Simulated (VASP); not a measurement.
VASP 6.6.1 run: SrO

INCAR

```
ISIF = 2
EDIFF = 1E-7
GGA = PE
NBANDS = 15
LCHARG = .FALSE.
IBRION = -1
NELM = 83
ISMEAR = -1
SIGMA = 0.02
LREAL = .FALSE.
ENCUT = 520
NELECT = 16.1
LWAVE = .FALSE.
PREC = Accurate
BMIX = 2
NSW = 0
LASPH = .TRUE.
```

KPOINTS

```
KPOINTS created by Atomic Simulation Environment
0
Gamma
8 8 8
0 0 0
```

POSCAR

```
Sr O
 1.0000000000000000
     0.0000000000000000    2.5798927167999999    2.6694149940999998
     2.5798927167999999    0.0000000000000000    2.6694149940999998
     2.5798927167999999    2.5798927167999999    0.0000000000000000
 Sr  O
   1   1
Cartesian
  2.5798927167999999  2.5798927167999999  2.6694149940999998
  0.0000000000000000  0.0000000000000000  0.0000000000000000
```

The recommended PBE PAW datasets give the neutral cell 16 valence electrons.

Command

```
mpirun -np 1 vasp_std
```

OSZICAR

```
N       E                     dE             d eps       ncg     rms          rms(c)
DAV:   1     0.630559127006E+02    0.63056E+02   -0.77983E+03  1778   0.100E+03
DAV:   2    -0.103078476428E+02   -0.73364E+02   -0.66712E+02  2533   0.212E+02
DAV:   3    -0.137188071585E+02   -0.34110E+01   -0.33962E+01  2707   0.393E+01
DAV:   4    -0.137657644096E+02   -0.46957E-01   -0.46914E-01  2106   0.369E+00
DAV:   5    -0.137660552602E+02   -0.29085E-03   -0.29085E-03  2312   0.264E-01    0.155E+01
DAV:   6    -0.116877729344E+02    0.20783E+01   -0.37896E+00  1791   0.142E+01    0.143E+01
DAV:   7    -0.115899330468E+02    0.97840E-01   -0.11398E-01  2239   0.293E+00    0.918E+00
DAV:   8    -0.115326398151E+02    0.57293E-01   -0.10706E-01  2564   0.319E+00    0.106E+00
DAV:   9    -0.115369859126E+02   -0.43461E-02   -0.13163E-02  2724   0.903E-01    0.501E-01
DAV:  10    -0.115415830845E+02   -0.45972E-02   -0.49396E-03  2838   0.515E-01    0.226E-01
DAV:  11    -0.115422420493E+02   -0.65896E-03   -0.13563E-03  1940   0.273E-01    0.823E-02
DAV:  12    -0.115422351599E+02    0.68894E-05   -0.20796E-04  2976   0.142E-01    0.876E-02
DAV:  13    -0.115422892062E+02   -0.54046E-04   -0.13292E-04  3381   0.740E-02    0.368E-02
DAV:  14    -0.115422811563E+02    0.80499E-05   -0.46416E-06  1917   0.238E-02    0.192E-02
DAV:  15    -0.115422769155E+02    0.42408E-05   -0.61824E-06  2340   0.227E-02    0.402E-03
DAV:  16    -0.115422764694E+02    0.44609E-06   -0.18705E-06  2851   0.871E-03    0.392E-03
DAV:  17    -0.115422765734E+02   -0.10399E-06   -0.18275E-08  1025   0.130E-03    0.156E-03
DAV:  18    -0.115422766776E+02   -0.10424E-06   -0.17923E-08  1081   0.155E-03    0.906E-04
DAV:  19    -0.115422766439E+02    0.33705E-07   -0.11267E-08   927   0.586E-04
   1 F= -.11542277E+02 E0= -.11542119E+02  d E =-.314415E-03
```

From OUTCAR

```
k-points           NKPTS =     59   k-points in BZ     NKDIM =     59   number of bands    NBANDS=     15

   NELECT =      16.1000    total number of electrons

   dimension x,y,z NGX =    28 NGY =   28 NGZ =   28
   dimension x,y,z NGXF=    56 NGYF=   56 NGZF=   56

  energy-cutoff  :      520.00
  volume of cell :       35.53
      direct lattice vectors                 reciprocal lattice vectors
     0.000000000  2.579892717  2.669414994    -0.193806509  0.193806509  0.187306957
     2.579892717  0.000000000  2.669414994     0.193806509 -0.193806509  0.187306957
     2.579892717  2.579892717  0.000000000     0.193806509  0.193806509 -0.187306957

 k-points in reciprocal lattice and weights: KPOINTS created by Atomic Simulation Env
   0.00000000  0.00000000  0.00000000       0.002
   0.12500000  0.00000000  0.00000000       0.016
   0.25000000  0.00000000  0.00000000       0.016
   0.37500000  0.00000000  0.00000000       0.016
   0.50000000  0.00000000  0.00000000       0.008
   0.12500000  0.12500000  0.00000000       0.004
   0.25000000  0.12500000  0.00000000       0.016
   0.37500000  0.12500000  0.00000000       0.016
   ...

 E-fermi :   5.1328

 k-point     1 :       0.0000    0.0000    0.0000
  band No.  band energies     occupation
      1     -31.0903      2.00000
      2     -13.6643      2.00000
      3     -12.7879      2.00000
      4     -12.7664      2.00000
      5     -12.7664      2.00000
      6       1.3166      2.00000
      7       1.4099      2.00000
      8       1.4099      2.00000
      9       4.9652      1.99954
     10       7.3489      0.00000
     11       7.5918      0.00000
     12       7.5918      0.00000
     13       9.4272      0.00000
     14       9.8143      0.00000
     15      13.7515      0.00000

 k-point     2 :       0.1250    0.0000    0.0000
  band No.  band energies     occupation
      1     -31.0737      2.00000
      2     -14.0233      2.00000
      3     -12.7981      2.00000
      4     -12.7737      2.00000
      5     -12.4534      2.00000
      6       0.9276      2.00000
      7       1.1770      2.00000
      8       1.2221      2.00000
      9       5.6490      0.00000
     10       7.3347      0.00000
     11       7.7470      0.00000
     12       7.8729      0.00000
     13       9.8005      0.00000
     14      10.1992      0.00000
     15      14.7157      0.00000

 k-point     3 :       0.2500    0.0000    0.0000
  band No.  band energies     occupation
      1     -31.0335      2.00000
      2     -14.5602      2.00000
      3     -12.8344      2.00000
      4     -12.7911      2.00000
      5     -12.0161      2.00000
      6       0.1340      2.00000
      7       0.7911      2.00000
      8       0.8142      2.00000
      9       7.0709      0.00000
     10       7.3263      0.00000
     11       8.5455      0.00000
     12       8.6373      0.00000
     13      10.7440      0.00000
     14      11.1591      0.00000
     15      16.5996      0.00000

 ...

  Total        0.6220200      0.6220200     -0.1045809      0.0000000      0.0000000      0.0000000
  in kB       28.0456521     28.0456521     -4.7153451      0.0000000      0.0000000      0.0000000
  external PRESSURE =      17.1253197 kB  Pullay stress =       0.0000000 kB

 POSITION                                       TOTAL-FORCE (eV/Angst)
 -----------------------------------------------------------------------------------
      2.57989      2.57989      2.66941         0.000000      0.000000      0.000000
      0.00000      0.00000      0.00000        -0.000000     -0.000000     -0.000000
 -----------------------------------------------------------------------------------
    total drift:                                0.000000      0.000000      0.000000

  FREE ENERGIE OF THE ION-ELECTRON SYSTEM (eV)
  ---------------------------------------------------
  free  energy   TOTEN  =       -11.5422766439 eV

  energy  without entropy=      -11.5419622292  energy(sigma->0) =      -11.54211944
```

It converged. Results: pressure 1.7 GPa.

The cell is charged and sits in a uniform background.

For comparison, a separate PBE run of the intended cell, on usual settings and not on those above, gives a gap of 3.22 eV on its mesh and a pressure of -0.4 GPa.

The run above took about 39 s on one core of a shared host (Intel Xeon Platinum 8488C) and held 0.18 GiB at most.
